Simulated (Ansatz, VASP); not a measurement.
# ZnO in VASP and in Ansatz

```
Zn O
1.0
     3.23487    0.00000    0.00000
    -1.61743    2.80148    0.00000
     0.00000    0.00000    5.21231
Zn O
2 2
Direct
  0.66667 0.33333 0.50043
  0.33333 0.66667 0.00043
  0.66667 0.33333 0.87988
  0.33333 0.66667 0.37988
```

Alike in both runs: task single point; functional r2SCAN; k mesh 12 × 12 × 6; occupations gaussian, width 0.01 eV; no spin polarisation.

|  | VASP | Ansatz |
| --- | --- | --- |
| version | VASP 6.6.1 | Ansatz 0.2.0 |
| potentials or method | VASP PAW PBE potentials, release 64 (Zn, O) | scalar-relativistic, plane waves, PAW |
| plane-wave cutoff (eV) | 520 | 500 |
| valence electrons in the cell | 36 | 36 |

VASP gave:

```
gap on the k mesh at the Fermi level (eV)       : 1.23
least direct gap on the mesh (eV)               : 1.23
pressure (GPa)                                  : 1.0
largest component of the traceless stress (GPa) : 0.08
rms of the force components (eV/Å)              : 0.009
```

Task: What did Ansatz give for the same quantities?

Result: gap on the k mesh at the Fermi level (eV): 1.24; least direct gap on the mesh (eV): 1.24; pressure (GPa): 0.0; largest component of the traceless stress (GPa): 0.02; rms of the force components (eV/Å): 0.002.

Atom by atom the forces differ by 0.007 eV/Å (rms over components). With one functional, cell and mesh, what is left measures potentials, basis and numerics.

Caveats: the PAW data sets were made with another functional, which shifts forces and pressure a little (VASP). r2SCAN opens gaps a little over a GGA but as a rule still falls short of measured ones.
